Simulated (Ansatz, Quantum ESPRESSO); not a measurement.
# K: 10 runs at one level of theory

```
K
1.0
    -2.69756    2.69756    2.69756
     2.69756   -2.69756    2.69756
     2.69756    2.69756   -2.69756
K
1
Direct
  0.00000 0.00000 0.00000
```

Alike in all runs: task band structure; functional PBE; k mesh 7 × 7 × 7; occupations fermi-dirac, width 0.05 eV; no spin polarisation; no spin-orbit coupling. Pressure is positive in compression and, in plane waves, holds the error of the finite cutoff, which Ansatz's Pulay term estimates and takes out.

| program and potentials | plane-wave cutoff (eV) | notes | pressure (GPa) |
| --- | --- | --- | --- |
| Ansatz, Ansatz PAW | 420 | - | -0.20 |
| Ansatz, all-electron LAPW, scalar-relativistic | - | - | -0.20 |
| Ansatz, SPMS NC | 354 | Pulay term of +0.03 GPa included | -0.20 |
| Ansatz, Ansatz PAW (files of its older set among them) | 390 | - | -0.20 |
| Ansatz, PseudoDojo stringent (PBE files) | 1007 | - | -0.20 |
| Quantum ESPRESSO, PseudoDojo 0.4.1 SR PBE standard | 1007 | - | -0.20 |
| Quantum ESPRESSO, SG15 PBE 1.2 | 952 | - | -0.20 |
| Ansatz, Ansatz NC | 850 | - | -0.20 |
| Ansatz, SSSP efficiency PAW | 816 | - | -0.20 |
| Ansatz, JTH PAW | 690 | - | -0.20 |

All agree on the pressure.

The functional is the same throughout but for its coding, so the spread measures potentials, basis and numerics; runs on potential files found faulty are left out.
